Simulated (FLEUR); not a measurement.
# Sn: equation of state with LDA

Sn:

```
Sn
1.0
    -1.72654    1.77555    2.33834
     1.72654   -1.77555    2.33834
     1.72654    1.77555   -2.33834
Sn
1
Direct
  0.00000 0.00000 0.00000
```

This isn't the form of Sn at room conditions, which is tetragonal (white tin).

```
Program             : FLEUR MaX-R8.1 (later development tree)
Task                : equation of state
Functional          : LDA
Potentials or basis : all-electron
Basis               : FLAPW
Kmax                : 4.1 1/bohr
k mesh              : 11 × 11 × 11
Occupations         : fermi-dirac, width 0.05 eV
Spin                : no spin polarisation
```

```
Equilibrium volume                        : 25.90 Å³/atom (rough: see the caveat)
Bulk modulus at fixed shape and positions : 60 GPa (rough)
```

Energy against volume, from the lowest point:
```
volume (Å³/atom)  energy (meV/atom)
          26.953               0.00
          27.526               9.61
          28.673              38.46
          29.820              77.67
          30.394             100.39
```

Caveat: the minimum lies outside the volumes run; the cell was scaled at fixed shape and fractional positions, which overstates the stiffness of a crystal with free parameters, most of all of layers and chains.
